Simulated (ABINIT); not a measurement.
# SiC (Moissanite 3C) (F-43m) in ABINIT: a series of runs

The runs below take SiC (Moissanite 3C) through single point, relaxation of cell and atoms, with PBEsol.

Everything below comes from runs of ABINIT 10.8.3 (patched build). Logs are shortened: lines on timing, memory, paths and dates and some standing lists are left out, and cuts for length are marked. The log counts tension as positive stress, the text compression.

**The experiment to reproduce.**

“Insight into the structural, elastic and electronic properties of a new orthorhombic 6O-SiC polytype”, 2020, pmc:7200658 quotes, for a bulk crystal of SiC: band gap 2.4 eV (indirect).

How close the calculation comes is told below.

### 1 Starting point

It takes space group F-43m (No. 216, cubic). The conventional cell has a = 4.358 Å, b = 4.358 Å, c = 4.358 Å, α = 90.00°, β = 90.00°, γ = 90.00°. Si (site symmetry -43m) has 4 C at 1.89 Å as nearest neighbours. C (site symmetry -43m) has 4 Si at 1.89 Å as nearest neighbours.

### 2 Single point, PBEsol

Input file run.abi:

```
pp_dirpath "./"
pseudos "Si.upf, C.upf"

acell 3.0815713524 3.0815713524 3.0815713524 Angstrom
rprim
     0.0000000000     0.7071067812     0.7071067812
     0.7071067812     0.0000000000     0.7071067812
     0.7071067812     0.7071067812     0.0000000000
ntypat 2
znucl 14 6
natom 2
typat 1 2
xcart
     0.0000000000     0.0000000000     0.0000000000
     3.2685000000     3.2685000000     3.2685000000 Angstrom

ecut 37.0

kptopt 1
ngkpt 8 8 8
nshiftk 1
shiftk 0.0 0.0 0.0

ixc -116133

nband 8
occopt 3
tsmear 0.00183747

nstep 100
tolvrs 1.0e-10

iomode 3
prtwf 0
prtden 0
prteig 0
prtebands 0
```

Potentials or basis: PseudoDojo NC SR PBEsol v0.4.1 standard.

Launch:

```bash
abinit run.abi > log 2>&1
```

run.abo:

```text
.Version 10.8.3 of ABINIT
 Symmetries : space group F-4 3 m (#216); Bravais cF (face-center cubic)
================================================================================
 Values of the parameters that define the memory need of the present run
     intxc =       0    ionmov =       0      iscf =       7    lmnmax =       6
     lnmax =       6     mgfft =      32  mpssoang =       3    mqgrid =    3001
     natom =       2  nloc_mem =       1    nspden =       1   nspinor =       1
    nsppol =       1      nsym =      24    n1xccc =    2501    ntypat =       2
    occopt =       3   xclevel =       2
       mpw =        1514          nfft =       32768          nkpt =          29
================================================================================
================================================================================

--------------------------------------------------------------------------------
------------- Echo of variables that govern the present computation ------------
--------------------------------------------------------------------------------
 -outvars: echo values of preprocessed input variables --------
            acell      5.8233258935E+00  5.8233258935E+00  5.8233258935E+00 Bohr
              amu      2.80855000E+01  1.20110000E+01
             ecut      3.70000000E+01 Hartree
              ixc     -116133
         kptrlatt        8    0    0      0    8    0      0    0    8
          kptrlen      4.65866071E+01
            natom           2
            nband           8
            ngfft          32      32      32
             nkpt          29
            nstep         100
             nsym          24
           ntypat           2
           occopt           3
           prtden           0
        prtebands           0
           prteig           0
            prtwf           0
            rprim      0.0000000000E+00  7.0710678120E-01  7.0710678120E-01
                       7.0710678120E-01  0.0000000000E+00  7.0710678120E-01
                       7.0710678120E-01  7.0710678120E-01  0.0000000000E+00
          spgroup         216
           tolvrs      1.00000000E-10
           tsmear      1.83747000E-03 Hartree
            typat      1  2
           xangst      0.0000000000E+00  0.0000000000E+00  0.0000000000E+00
                       3.2685000001E+00  3.2685000001E+00  3.2685000001E+00
            xcart      0.0000000000E+00  0.0000000000E+00  0.0000000000E+00
                       6.1765698426E+00  6.1765698426E+00  6.1765698426E+00
             xred      0.0000000000E+00  0.0000000000E+00  0.0000000000E+00
                       7.5000000000E-01  7.5000000000E-01  7.5000000000E-01
            znucl       14.00000    6.00000

================================================================================

 chkinp: Checking input parameters for consistency.

================================================================================
== DATASET  1 ==================================================================

--- !DatasetInfo
iteration_state: {dtset: 1, }
dimensions: {natom: 2, nkpt: 29, mband: 8, nsppol: 1, nspinor: 1, nspden: 1, mpw: 1514, }
cutoff_energies: {ecut:  37.0, pawecutdg:  -1.0, }
electrons: {nelect:   8.00000000E+00, charge:   0.00000000E+00, occopt:   3.00000000E+00, tsmear:   1.83747000E-03, }
meta: {optdriver: 0, ionmov: 0, optcell: 0, iscf: 7, paral_kgb: 0, }
...

 Real(R)+Recip(G) space primitive vectors, cartesian coordinates (Bohr,Bohr^-1):
 R(1)=  0.0000000  4.1177132  4.1177132  G(1)= -0.1214266  0.1214266  0.1214266
 R(2)=  4.1177132  0.0000000  4.1177132  G(2)=  0.1214266 -0.1214266  0.1214266
 R(3)=  4.1177132  4.1177132  0.0000000  G(3)=  0.1214266  0.1214266 -0.1214266
 Unit cell volume ucvol=  1.3963629E+02 bohr^3
 Angles (23,13,12)=  6.00000000E+01  6.00000000E+01  6.00000000E+01 degrees

 getcut: wavevector=  0.0000  0.0000  0.0000  ngfft=  32  32  32
         ecut(hartree)=     37.000   => boxcut(ratio)=   2.00684

--- Pseudopotential description ------------------------------------------------
- pspini: atom type   1  psp file is ./Si.upf
12 -116133 2 -1 1510                          pspcod,pspxc,lmax,lloc,mmax
     nproj     2     2     2

- pspini: atom type   2  psp file is ./C.upf
12 -116133 1 -1 1248                          pspcod,pspxc,lmax,lloc,mmax
     nproj     2     2     0

   9.77102321E+01                                ecore*ucvol(ha*bohr**3)
--------------------------------------------------------------------------------

================================================================================

--- !BeginCycle
iteration_state: {dtset: 1, }
solver: {iscf: 7, nstep: 100, nline: 4, wfoptalg: 0, }
tolerances: {tolvrs: 1.00E-10, }
...

     iter   Etot(hartree)      deltaE(h)  residm     vres2
 ETOT  1  -10.155346148902    -1.016E+01 1.176E-01 3.655E+02
 ETOT  2  -10.215881630855    -6.054E-02 1.486E-02 1.560E+02
 ETOT  3  -10.255888817463    -4.001E-02 3.413E-03 1.695E-01
 ETOT  4  -10.255926554114    -3.774E-05 1.597E-03 1.669E-03
 ETOT  5  -10.255926684476    -1.304E-07 3.524E-04 7.512E-05
 ETOT  6  -10.255926691538    -7.062E-09 2.789E-04 3.195E-07
 ETOT  7  -10.255926691553    -1.532E-11 1.208E-04 5.748E-09
 ETOT  8  -10.255926691554    -9.628E-13 1.004E-04 2.458E-10
 ETOT  9  -10.255926691554    -5.507E-14 4.211E-05 5.998E-13

 At SCF step    9       vres2   =  6.00E-13 < tolvrs=  1.00E-10 =>converged.

 Cartesian components of stress tensor (hartree/bohr^3)
  sigma(1 1)=  1.28969857E-05  sigma(3 2)=  0.00000000E+00
  sigma(2 2)=  1.28969857E-05  sigma(3 1)=  0.00000000E+00
  sigma(3 3)=  1.28969857E-05  sigma(2 1)=  0.00000000E+00

--- !ResultsGS
iteration_state: {dtset: 1, }
comment   : Summary of ground state results
lattice_vectors:
- [  0.0000000,   4.1177132,   4.1177132, ]
- [  4.1177132,   0.0000000,   4.1177132, ]
- [  4.1177132,   4.1177132,   0.0000000, ]
lattice_lengths: [   5.82333,    5.82333,    5.82333, ]
lattice_angles: [ 60.000,  60.000,  60.000, ] # degrees, (23, 13, 12)
lattice_volume:   1.3963629E+02
convergence: {deltae: -5.507E-14, res2:  5.998E-13, residm:  4.211E-05, diffor: null, }
etotal    :  -1.02559267E+01
entropy   :   0.00000000E+00
fermie    :   2.82440408E-01
cartesian_stress_tensor: # hartree/bohr^3
- [  1.28969857E-05,   0.00000000E+00,   0.00000000E+00, ]
- [  0.00000000E+00,   1.28969857E-05,   0.00000000E+00, ]
- [  0.00000000E+00,   0.00000000E+00,   1.28969857E-05, ]
pressure_GPa:  -3.7944E-01
xred      :
- [  0.0000E+00,   0.0000E+00,   0.0000E+00, Si]
- [  7.5000E-01,   7.5000E-01,   7.5000E-01,  C]
cartesian_forces: # hartree/bohr
- [ -2.55436569E-31,   2.55436569E-31,  -2.55436569E-31, ]
- [  2.55436569E-31,  -2.55436569E-31,   2.55436569E-31, ]
force_length_stats: {min:   4.42429116E-31, max:   4.42429116E-31, mean:   4.42429116E-31, }
...

 Integrated electronic density in atomic spheres:
 ------------------------------------------------
 Atom  Sphere_radius  Integrated_density
    1        2.00000          1.92896634
    2        2.00000          4.21137165
================================================================================

 ----iterations are completed or convergence reached----

 Mean square residual over all n,k,spin=   29.003E-08; max=  42.113E-06
 reduced coordinates (array xred) for    2 atoms
       0.000000000000      0.000000000000      0.000000000000
       0.750000000000      0.750000000000      0.750000000000
 rms dE/dt=  3.8407E-30; max dE/dt=  4.2073E-30; dE/dt below (all hartree)
    1       0.000000000000      0.000000000000     -0.000000000000
    2       0.000000000000      0.000000000000     -0.000000000000

 cartesian coordinates (angstrom) at end:
    1      0.00000000000000     0.00000000000000     0.00000000000000
    2      3.26850000005054     3.26850000005054     3.26850000005054

 cartesian forces (hartree/bohr) at end:
    1     -0.00000000000000     0.00000000000000    -0.00000000000000
    2      0.00000000000000    -0.00000000000000     0.00000000000000
 frms,max,avg= 2.5543657E-31 2.5543657E-31   0.000E+00  0.000E+00  0.000E+00 h/b

 cartesian forces (eV/Angstrom) at end:
    1     -0.00000000000000     0.00000000000000    -0.00000000000000
    2      0.00000000000000    -0.00000000000000     0.00000000000000
 frms,max,avg= 1.3135077E-29 1.3135077E-29   0.000E+00  0.000E+00  0.000E+00 e/A
 length scales=  5.823325893479  5.823325893479  5.823325893479 bohr
              =  3.081571352400  3.081571352400  3.081571352400 angstroms
 Fermi (or HOMO) energy (hartree) =   0.28244   Average Vxc (hartree)=  -0.42012
 Eigenvalues (hartree) for nkpt=  29  k points:
 kpt#   1, nband=  8, wtk=  0.00195, kpt=  0.0000  0.0000  0.0000 (reduced coord)
  -0.30778    0.25946    0.25946    0.25946    0.48631    0.52535    0.52535    0.52535
      occupation numbers for kpt#   1
   2.00000    1.99999    1.99999    1.99999    0.00000    0.00000    0.00000    0.00000
 prteigrs : prtvol=0 or 1, do not print more k-points.

--- !EnergyTerms
iteration_state     : {dtset: 1, }
comment             : Components of total free energy in Hartree
kinetic             :  5.86836504228591E+00
hartree             :  1.14619057963735E+00
xc                  : -3.75332141055157E+00
Ewald energy        : -1.04656108773520E+01
psp_core            :  6.99748146229056E-01
local_psp           : -4.05130551323550E+00
non_local_psp       :  3.00007344208683E-01
internal            : -1.02559266887781E+01
'-kT*entropy'       : -2.77595326938344E-09
total_energy        : -1.02559266915541E+01
total_energy_eV     : -2.79077982514344E+02
band_energy         :  3.35456591502688E-01
...

 Cartesian components of stress tensor (hartree/bohr^3)
  sigma(1 1)=  1.28969857E-05  sigma(3 2)=  0.00000000E+00
  sigma(2 2)=  1.28969857E-05  sigma(3 1)=  0.00000000E+00
  sigma(3 3)=  1.28969857E-05  sigma(2 1)=  0.00000000E+00

-Cartesian components of stress tensor (GPa)         [Pressure= -3.7944E-01 GPa]
- sigma(1 1)=  3.79442421E-01  sigma(3 2)=  0.00000000E+00
- sigma(2 2)=  3.79442421E-01  sigma(3 1)=  0.00000000E+00
- sigma(3 3)=  3.79442421E-01  sigma(2 1)=  0.00000000E+00

== END DATASET(S) ==============================================================
================================================================================

 -outvars: echo values of variables after computation  --------
            acell      5.8233258935E+00  5.8233258935E+00  5.8233258935E+00 Bohr
           etotal     -1.0255926692E+01
            fcart     -2.5543656927E-31  2.5543656927E-31 -2.5543656927E-31
                       2.5543656927E-31 -2.5543656927E-31  2.5543656927E-31
            rprim      0.0000000000E+00  7.0710678120E-01  7.0710678120E-01
                       7.0710678120E-01  0.0000000000E+00  7.0710678120E-01
                       7.0710678120E-01  7.0710678120E-01  0.0000000000E+00
           strten      1.2896985744E-05  1.2896985744E-05  1.2896985744E-05
                       0.0000000000E+00  0.0000000000E+00  0.0000000000E+00
           xangst      0.0000000000E+00  0.0000000000E+00  0.0000000000E+00
                       3.2685000001E+00  3.2685000001E+00  3.2685000001E+00
             xred      0.0000000000E+00  0.0000000000E+00  0.0000000000E+00
                       7.5000000000E-01  7.5000000000E-01  7.5000000000E-01
 Calculation completed.
```

Run time: 12 s. Hardware: 1 thread of Intel Xeon at 2.70GHz, shared host; peak memory 0.06 GiB.

Results:

```yaml
Free_energy: -279.0780 eV
Pressure: -0.4 GPa
Band_gap_on_the_k_mesh: 1.24 eV, indirect (least direct gap 4.46 eV)
Valence_electrons_inside_the_program's_atomic_spheres: Si 1.93; C 4.21
```

(Part 1 of 2 ends here.)
